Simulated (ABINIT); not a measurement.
# BN (P6_3/mmc) in ABINIT: convergence with smearing width

Aim: find how far smearing width must go before the results for BN settle, at PBE. This setting moves, with any that are tied to it; all else stays.

Everything below comes from runs of ABINIT 10.8.3 (patched build). Logs are shortened: lines on timing, memory, paths and dates and some standing lists are left out, and cuts for length are marked. The log counts tension as positive stress, the text compression.

## Step 1: Starting point

It takes space group P6_3/mmc (No. 194, hexagonal). Conventional cell: a = 2.498 Å, b = 2.498 Å, c = 6.636 Å, α = 90.00°, β = 90.00°, γ = 120.00°. N (site symmetry -6m2) has 3 B at 1.44 Å as nearest neighbours. B (site symmetry -6m2) has 3 N at 1.44 Å as nearest neighbours.

## Step 2: With smearing width 0.272 eV

File run.abi:

```
# Pseudopotentials
pp_dirpath "./"
pseudos "N.upf, B.upf"

# Structure
acell 3*1.0
rprim
     4.7209893936     0.0000000000     0.0000000000
    -2.3604946968     4.0884967459     0.0000000000
     0.0000000000     0.0000000000    12.5396556452
ntypat 2
znucl 7 5
natom 4
typat 1 1 2 2
xred
     0.6666666667     0.3333333333     0.2500000000
     0.3333333333     0.6666666667     0.7500000000
     0.6666666667     0.3333333333     0.7500000000
     0.3333333333     0.6666666667     0.2500000000

# Plane-wave basis
ecut 42.0

# k points
kptopt 1
ngkpt 12 12 4
nshiftk 1
shiftk 0.0 0.0 0.0

# Exchange and correlation
ixc 11

# Bands and occupations
nband 12
occopt 3
tsmear 0.272 eV

# SCF cycle
nstep 100
tolvrs 1.0e-10

# Output
iomode 3
prtwf 0
prtden 0
prteig 0
prtebands 0
enunit 2
```

Potentials or basis: PseudoDojo NC SR PBE v0.4.1 standard.

Started as:

```sh
$ abinit run.abi > log 2>&1
```

run.abo:

```text
.Version 10.8.3 of ABINIT
 Symmetries : space group P6_3/m m c (#194); Bravais hP (primitive hexag.)
================================================================================
 Values of the parameters that define the memory need of the present run
     intxc =       0    ionmov =       0      iscf =       7    lmnmax =       4
     lnmax =       4     mgfft =      75  mpssoang =       2    mqgrid =    3659
     natom =       4  nloc_mem =       1    nspden =       1   nspinor =       1
    nsppol =       1      nsym =      24    n1xccc =    2501    ntypat =       2
    occopt =       3   xclevel =       2
       mpw =        3171          nfft =       67500          nkpt =          57
================================================================================
================================================================================

--------------------------------------------------------------------------------
------------- Echo of variables that govern the present computation ------------
--------------------------------------------------------------------------------
 -outvars: echo values of preprocessed input variables --------
            acell      1.0000000000E+00  1.0000000000E+00  1.0000000000E+00 Bohr
              amu      1.40067400E+01  1.08110000E+01
             ecut      4.20000000E+01 Hartree
           enunit           2
                       outvar_i_n : Printing only first  50 k-points.
              ixc          11
                       outvar_i_n : Printing only first  50 k-points.
         kptrlatt       12    0    0      0   12    0      0    0    4
          kptrlen      5.01586226E+01
            natom           4
            nband          12
            ngfft          30      30      75
             nkpt          57
            nstep         100
             nsym          24
           ntypat           2
                       prtocc : prtvol=0, do not print more k-points.
           occopt           3
           prtden           0
        prtebands           0
           prteig           0
            prtwf           0
            rprim      4.7209893936E+00  0.0000000000E+00  0.0000000000E+00
                      -2.3604946968E+00  4.0884967459E+00  0.0000000000E+00
                       0.0000000000E+00  0.0000000000E+00  1.2539655645E+01
          spgroup         194
           tolvrs      1.00000000E-10
           tsmear      9.99581563E-03 Hartree
            typat      1  1  2  2
                       outvars : Printing only first  50 k-points.
           xangst      1.2491199992E+00  7.2117976777E-01  1.6589249989E+00
                      -2.4844460560E-16  1.4423595355E+00  4.9767749966E+00
                       1.2491199992E+00  7.2117976777E-01  4.9767749966E+00
                      -2.4844460560E-16  1.4423595355E+00  1.6589249989E+00
            xcart      2.3604946968E+00  1.3628322486E+00  3.1349139113E+00
                      -4.6949226205E-16  2.7256644973E+00  9.4047417339E+00
                       2.3604946968E+00  1.3628322486E+00  9.4047417339E+00
                      -4.6949226205E-16  2.7256644973E+00  3.1349139113E+00
             xred      6.6666666667E-01  3.3333333333E-01  2.5000000000E-01
                       3.3333333333E-01  6.6666666667E-01  7.5000000000E-01
                       6.6666666667E-01  3.3333333333E-01  7.5000000000E-01
                       3.3333333333E-01  6.6666666667E-01  2.5000000000E-01
            znucl        7.00000    5.00000

================================================================================

 chkinp: Checking input parameters for consistency.

================================================================================
== DATASET  1 ==================================================================

--- !DatasetInfo
iteration_state: {dtset: 1, }
dimensions: {natom: 4, nkpt: 57, mband: 12, nsppol: 1, nspinor: 1, nspden: 1, mpw: 3171, }
cutoff_energies: {ecut:  42.0, pawecutdg:  -1.0, }
[... 92 lines left out ...]
    1        2.00000          5.78925056
    2        2.00000          5.78925056
    3        2.00000          3.55117643
    4        2.00000          3.55117643
================================================================================

 ----iterations are completed or convergence reached----

 Mean square residual over all n,k,spin=   26.532E-07; max=  59.065E-05
 reduced coordinates (array xred) for    4 atoms
       0.666666666667      0.333333333333      0.250000000000
       0.333333333333      0.666666666667      0.750000000000
       0.666666666667      0.333333333333      0.750000000000
       0.333333333333      0.666666666667      0.250000000000
 rms dE/dt=  4.5026E-25; max dE/dt=  1.1029E-24; dE/dt below (all hartree)
    1       0.000000000000     -0.000000000000      0.000000000000
    2      -0.000000000000      0.000000000000      0.000000000000
    3      -0.000000000000      0.000000000000      0.000000000000
    4       0.000000000000      0.000000000000     -0.000000000000

 cartesian coordinates (angstrom) at end:
    1      1.24911999915653     0.72117976777119     1.65892499887731
    2     -0.00000000000000     1.44235953554239     4.97677499663194
    3      1.24911999915653     0.72117976777119     4.97677499663194
    4     -0.00000000000000     1.44235953554239     1.65892499887731

 cartesian forces (hartree/bohr) at end:
    1     -0.00000000000000     0.00000000000000    -0.00000000000000
    2      0.00000000000000    -0.00000000000000    -0.00000000000000
    3      0.00000000000000     0.00000000000000    -0.00000000000000
    4     -0.00000000000000    -0.00000000000000     0.00000000000000
 frms,max,avg= 3.5907192E-26 8.7953570E-26   0.000E+00  0.000E+00  0.000E+00 h/b

 cartesian forces (eV/Angstrom) at end:
    1     -0.00000000000000     0.00000000000000    -0.00000000000000
    2      0.00000000000000    -0.00000000000000    -0.00000000000000
    3      0.00000000000000     0.00000000000000    -0.00000000000000
    4     -0.00000000000000    -0.00000000000000     0.00000000000000
 frms,max,avg= 1.8464220E-24 4.5227544E-24   0.000E+00  0.000E+00  0.000E+00 e/A
 length scales=  1.000000000000  1.000000000000  1.000000000000 bohr
              =  0.529177210544  0.529177210544  0.529177210544 angstroms
 Fermi (or HOMO) energy (hartree) =   0.18668   Average Vxc (hartree)=  -0.37280
 Eigenvalues (hartree) for nkpt=  57  k points:
 kpt#   1, nband= 12, wtk=  0.00174, kpt=  0.0000  0.0000  0.0000 (reduced coord)
  -0.55039   -0.53952   -0.12489   -0.04691    0.05555    0.05555    0.05690    0.05690
   0.29934    0.48427    0.53608    0.53899
      occupation numbers for kpt#   1
   2.00000    2.00000    2.00000    2.00000    2.00000    2.00000    2.00000    2.00000
   0.00003    0.00000    0.00000    0.00000
 prteigrs : prtvol=0 or 1, do not print more k-points.

 Fermi (or HOMO) energy (eV) =   5.07979   Average Vxc (eV)= -10.14448
 Eigenvalues (   eV  ) for nkpt=  57  k points:
 kpt#   1, nband= 12, wtk=  0.00174, kpt=  0.0000  0.0000  0.0000 (reduced coord)
 -14.97675  -14.68120   -3.39850   -1.27652    1.51152    1.51152    1.54819    1.54819
   8.14548   13.17770   14.58760   14.66662
 prteigrs : prtvol=0 or 1, do not print more k-points.

--- !EnergyTerms
iteration_state     : {dtset: 1, }
comment             : Components of total free energy in Hartree
kinetic             :  1.87715099463630E+01
hartree             :  8.20765839353759E+00
xc                  : -8.68384864087606E+00
Ewald energy        : -1.83721330742730E+01
psp_core            :  1.13678016012001E+00
local_psp           : -2.57271327505828E+01
non_local_psp       : -2.14759620018162E+00
internal            : -2.68147621658930E+01
'-kT*entropy'       : -1.53683525399062E-05
total_energy        : -2.68147775342455E+01
total_energy_eV     : -7.29667268584408E+02
band_energy         : -2.52136023564731E+00
...

 Cartesian components of stress tensor (hartree/bohr^3)
  sigma(1 1)= -1.91690554E-04  sigma(3 2)=  0.00000000E+00
  sigma(2 2)= -1.91690554E-04  sigma(3 1)=  0.00000000E+00
  sigma(3 3)= -1.01063473E-04  sigma(2 1)=  0.00000000E+00

-Cartesian components of stress tensor (GPa)         [Pressure=  4.7510E+00 GPa]
- sigma(1 1)= -5.63973081E+00  sigma(3 2)=  0.00000000E+00
- sigma(2 2)= -5.63973082E+00  sigma(3 1)=  0.00000000E+00
- sigma(3 3)= -2.97339004E+00  sigma(2 1)=  0.00000000E+00

== END DATASET(S) ==============================================================
================================================================================

 -outvars: echo values of variables after computation  --------
            acell      1.0000000000E+00  1.0000000000E+00  1.0000000000E+00 Bohr
           etotal     -2.6814777534E+01
            fcart     -1.9962464423E-28  1.4818286839E-28 -0.0000000000E+00
                       1.4258903159E-28 -1.8111239470E-28 -0.0000000000E+00
                       2.5666025687E-28  1.4818286839E-28 -8.7953570226E-26
                      -1.9962464423E-28 -1.1525334208E-28  8.7953570226E-26
            rprim      4.7209893936E+00  0.0000000000E+00  0.0000000000E+00
                      -2.3604946968E+00  4.0884967459E+00  0.0000000000E+00
                       0.0000000000E+00  0.0000000000E+00  1.2539655645E+01
           strten     -1.9169055411E-04 -1.9169055421E-04 -1.0106347313E-04
                       0.0000000000E+00  0.0000000000E+00  0.0000000000E+00
           xangst      1.2491199992E+00  7.2117976777E-01  1.6589249989E+00
                      -2.4844460560E-16  1.4423595355E+00  4.9767749966E+00
                       1.2491199992E+00  7.2117976777E-01  4.9767749966E+00
                      -2.4844460560E-16  1.4423595355E+00  1.6589249989E+00
             xred      6.6666666667E-01  3.3333333333E-01  2.5000000000E-01
                       3.3333333333E-01  6.6666666667E-01  7.5000000000E-01
                       6.6666666667E-01  3.3333333333E-01  7.5000000000E-01
                       3.3333333333E-01  6.6666666667E-01  2.5000000000E-01
 Calculation completed.
```

It took 96 s on 1 thread of Intel Xeon Platinum 8259CL at 2.50GHz (Skylake/Cascade Lake), shared host; peak memory 0.1 GiB.

What came out:

* Free energy: -729.6673 eV
* Pressure: 4.8 GPa
* Band gap on the k mesh: 4.32 eV, indirect (least direct gap 4.69 eV)
* All electrons inside the program's atomic spheres: N 5.79; B 3.55

## Step 3: With smearing width 0.2 eV

Edit run.abi of step 2 so:

```diff
@@ -35,3 +35,3 @@
 occopt 3
-tsmear 0.272 eV
+tsmear 0.2 eV
```

Potentials or basis: PseudoDojo NC SR PBE v0.4.1 standard.

Started as:

```sh
$ abinit run.abi > log 2>&1
```

Run time: 91 s. Hardware: 1 thread of Intel Xeon Platinum 8259CL at 2.50GHz (Skylake/Cascade Lake), shared host; peak memory 0.1 GiB.

Results (log left out):

```
Free energy                                       : -729.6672 eV
Pressure                                          : 4.8 GPa
Band gap on the k mesh                            : 4.32 eV, indirect (least direct gap 4.69 eV)
All electrons inside the program's atomic spheres : N 5.79; B 3.55
```

## Step 4: With smearing width 0.136 eV

Edit run.abi of step 3 so:

```diff
@@ -35,3 +35,3 @@
 occopt 3
-tsmear 0.2 eV
+tsmear 0.136 eV
```

Started as:

```sh
$ abinit run.abi > log 2>&1
```

It took 1.7 min on 1 thread of Intel Xeon Platinum 8259CL at 2.50GHz (Skylake/Cascade Lake), shared host; peak memory 0.1 GiB.

The run converged. Its results:

| Property | Result |
| --- | --- |
| Free energy | -729.6672 eV |
| Pressure | 4.8 GPa |
| Band gap on the k mesh | 4.32 eV, indirect (least direct gap 4.69 eV) |
| All electrons inside the program's atomic spheres | N 5.79; B 3.55 |

## Step 5: With smearing width 0.1 eV

Edit run.abi of step 4 so:

```diff
@@ -35,3 +35,3 @@
 occopt 3
-tsmear 0.136 eV
+tsmear 0.1 eV
```

Started as:

```sh
$ abinit run.abi > log 2>&1
```

Wall time 93 s (1 thread of Intel Xeon Platinum 8259CL at 2.50GHz (Skylake/Cascade Lake), shared host); peak memory 0.1 GiB.

It converged, with:

```
Free energy                                       : -729.6672 eV
Pressure                                          : 4.8 GPa
Band gap on the k mesh                            : 4.32 eV, indirect (least direct gap 4.69 eV)
All electrons inside the program's atomic spheres : N 5.79; B 3.55
```

## Step 6: With smearing width 0.05 eV

Edit run.abi of step 5 so:

```diff
@@ -35,3 +35,3 @@
 occopt 3
-tsmear 0.1 eV
+tsmear 0.05 eV
```

Potentials or basis: PseudoDojo NC SR PBE v0.4.1 standard.

Started as:

```sh
$ abinit run.abi > log 2>&1
```

Run time: 97 s. Hardware: 1 thread of Intel Xeon Platinum 8259CL at 2.50GHz (Skylake/Cascade Lake), shared host; peak memory 0.1 GiB.

The run converged. Its results:

* Free energy: -729.6672 eV
* Pressure: 4.8 GPa
* Band gap on the k mesh: 4.32 eV, indirect (least direct gap 4.69 eV)
* All electrons inside the program's atomic spheres: N 5.79; B 3.55

## Step 7: With smearing width 0.025 eV

Edit run.abi of step 6 so:

```diff
@@ -35,3 +35,3 @@
 occopt 3
-tsmear 0.05 eV
+tsmear 0.025 eV
```

Started as:

```sh
$ abinit run.abi > log 2>&1
```

It took 80 s on 1 thread of Intel Xeon Platinum 8259CL at 2.50GHz (Skylake/Cascade Lake), shared host; peak memory 0.1 GiB.

Results (log left out):

```yaml
Free_energy: -729.6672 eV
Pressure: 4.8 GPa
Band_gap_on_the_k_mesh: 4.32 eV, indirect (least direct gap 4.69 eV)
All_electrons_inside_the_program's_atomic_spheres: N 5.79; B 3.55
```

## Step 8: With smearing width 0.01 eV

Edit run.abi of step 7 so:

```diff
@@ -35,3 +35,3 @@
 occopt 3
-tsmear 0.025 eV
+tsmear 0.01 eV
```

Started as:

```sh
$ abinit run.abi > log 2>&1
```

It took 1.8 min on 1 thread of Intel Xeon Platinum 8259CL at 2.50GHz (Skylake/Cascade Lake), shared host; peak memory 0.1 GiB.

The run converged. Its results:

```yaml
Free_energy: -729.6672 eV
Pressure: 4.8 GPa
Band_gap_on_the_k_mesh: 4.32 eV, indirect (least direct gap 4.69 eV)
All_electrons_inside_the_program's_atomic_spheres: N 5.79; B 3.55
```

## Step 9: Result

| smearing width | energy less the tightest run, at zero smearing (meV/atom) | SCF cycles | CPU time (s) | peak memory (GiB) |
| --- | --- | --- | --- | --- |
| 0.272 eV | 0.04 | 10 | 96 | 0.1 |
| 0.2 eV | 0.00 | 10 | 91 | 0.1 |
| 0.136 eV | 0.00 | 10 | 100 | 0.1 |
| 0.1 eV | 0.00 | 10 | 92 | 0.1 |
| 0.05 eV | 0.00 | 10 | 96 | 0.1 |
| 0.025 eV | 0.00 | 10 | 80 | 0.1 |
| 0.01 eV | 0.00 | 10 | 110 | 0.1 |

Against the tightest run, the energy stays within 1 meV/atom from 0.272 eV on. The tightest run that finished is the yardstick and may itself not be fully converged.

Caveats: this functional lacks dispersion, which binds the layers, so the pressure and a relaxed spacing across them are unreliable.
